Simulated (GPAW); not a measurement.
Bi in GPAW: convergence with k mesh

Bi:

```
CELL_PARAMETERS angstrom
-1.98143 1.98143 1.98143
1.98143 -1.98143 1.98143
1.98143 1.98143 -1.98143
ATOMIC_POSITIONS crystal
Bi 0.00000 0.00000 0.00000
```

This isn't the form of Bi at room conditions, which is rhombohedral.

- Program: GPAW 26.7.0
- Task: convergence study
- Functional: LDA
- Potentials or basis: the program's PAW data sets (release 1.2.1) made for this functional
- Cutoff: 600 eV
- Basis: pw
- k mesh: 2 × 2 × 2
- Occupations: fermi-dirac, width 0.05 eV
- Spin: no spin polarisation

These are the settings of the first run; the series varies k mesh, with any setting tied to it.

Hardware: 1 thread of Arm Neoverse V1, with other jobs on the host.

```
      k mesh  energy less the tightest run, at zero smearing (meV/atom)  pressure (GPa)  SCF cycles  CPU time (s)  peak memory (GiB)
   2 × 2 × 2                                                    -192.95           -3.77           9           2.3               0.12
   3 × 3 × 3                                                    -443.50           -3.69           8           2.4               0.12
   4 × 4 × 4                                                     147.75           -1.99           8           3.1               0.12
   5 × 5 × 5                                                     108.30           -3.27           8           3.5               0.13
   6 × 6 × 6                                                      23.40           -3.21           8           4.6               0.13
   7 × 7 × 7                                                      41.69           -2.46           8           5.4               0.13
   9 × 9 × 9                                                     -11.22           -3.43           8           8.2               0.14
10 × 10 × 10                                                      -6.97           -3.33           8            10               0.14
13 × 13 × 13                                                       0.00           -3.23           8            17               0.16
```

Against the tightest run, the pressure stays within 0.1 GPa from 10 × 10 × 10 on. Not settled before the last step: the energy (to 1 meV/atom). Meshes of other sizes hit other points, so gaps and Fermi surfaces needn't settle smoothly. The tightest run that finished is the yardstick and may itself not be fully converged.

Caveat, for the tightest run too: spin-orbit coupling is left out, which moves the levels of the heavy elements.
